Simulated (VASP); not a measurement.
# CaO: equation of state with PBEsol

The system is CaO.

```xyz
2
Lattice="0.0000 2.4036 2.4036 2.4036 0.0000 2.4036 2.4036 2.4036 0.0000" Properties=species:S:1:pos:R:3 pbc="T T T"
Ca    0.0000    0.0000    0.0000
O     2.4036    2.4036    2.4036
```

The cell is a database's computed one.

| Property | Result |
| --- | --- |
| Program | VASP 6.6.1 |
| Task | equation of state |
| Functional | PBEsol |
| Potentials or basis | VASP PAW PBE potentials, release 64 (Ca_sv, O) |
| Cutoff | 520 eV |
| k mesh | 10 × 10 × 10 |
| Occupations | fermi-dirac, width 0.05 eV |
| Spin | no spin polarisation |
| Ladder | free |
| Further INCAR settings | ALGO = Normal; EDIFF = 1e-07; NBANDS = 15 |

```
Equilibrium volume                      : 13.64 Å³/atom
Bulk modulus                            : 115 GPa
Pressure derivative of the bulk modulus : 4.4
```

Energy against volume, from the lowest point:
```csv
volume (Å³/atom),energy (meV/atom)
13.052,9.83
13.330,2.62
13.608,0.00
13.886,1.50
14.163,6.69
14.441,15.19
14.719,26.64
```

All runs of the series together: 100 s on 1 thread of Intel(R) Xeon(R) 6975P-C (Granite Rapids), on a shared host.

Caveat: the PAW data sets were made with another functional, which shifts forces and pressure a little.
